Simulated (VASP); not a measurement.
Write the native input for VASP 6.6.1 that does the following.

```
Task                   : relaxation of cell and atoms
Functional             : PBE
Dispersion             : D3(BJ)
Potentials or basis    : VASP PAW PBE potentials, release 64 (Cd, S)
Cutoff                 : 600 eV
k mesh                 : 9 × 9 × 4
Occupations            : gaussian, width 0.03 eV
Spin                   : no spin polarisation
Further INCAR settings : ALGO = Normal; EDIFF = 1e-06; IBRION = 2; EDIFFG = -0.01; NSW = 90; ISIF = 3
```

The structure of CdS (Greenockite) lies in POSCAR:

```
CdS
1.0
    4.1500000000      0.0000000000      0.0000000000
   -2.0750000000      3.5940054257      0.0000000000
    0.0000000000      0.0000000000      6.7370000000
Cd S
2 2
Direct
    0.3333333333      0.6666666667      0.0000000000
    0.6666666667      0.3333333333      0.5000000000
    0.3333333333      0.6666666667      0.3750000000
    0.6666666667      0.3333333333      0.8750000000
```

The input as run:

INCAR

```
PREC = Accurate ; ENCUT = 600
EDIFF = 1E-6 ; ISMEAR = 0
SIGMA = 0.03 ; LREAL = False
LASPH = True ; NELM = 80
ALGO = Normal ; ISIF = 3
LWAVE = False ; LCHARG = False
GGA = PE ; IVDW = 12
IBRION = 2 ; NSW = 90
EDIFFG = -0.01
```

KPOINTS

```
regular mesh
0
Gamma
  9 9 4
```

Potentials or basis: VASP PAW PBE potentials, release 64 (Cd, S).

Launch:

```console
$ cat potpaw_PBE.64/Cd/POTCAR potpaw_PBE.64/S/POTCAR > POTCAR
$ mpirun -np 1 vasp_std > vasp.out
```

It gave:

- Relaxed volume: 25.22 Å³/atom
- Relaxed cell: a = 4.150 Å, b = 4.150 Å, c = 6.766 Å, α = 90.00°, β = 90.00°, γ = 120.00°
- Space group after relaxing (to 0.05 Å): P6_3mc (No. 186)
- Energy gained by relaxing: 0.3 meV/atom
- Ionic steps: 3
- Pressure after relaxing: 0.0 GPa
- Largest force after relaxing: 0.006 eV/Å
- Band gap on the k mesh: 1.19 eV, direct
- Dispersion energy per atom: -0.301 eV

Wall time 110 s on 1 thread of AMD EPYC 9R45 (Zen 5) (shared host), peak memory 0.28 GiB.
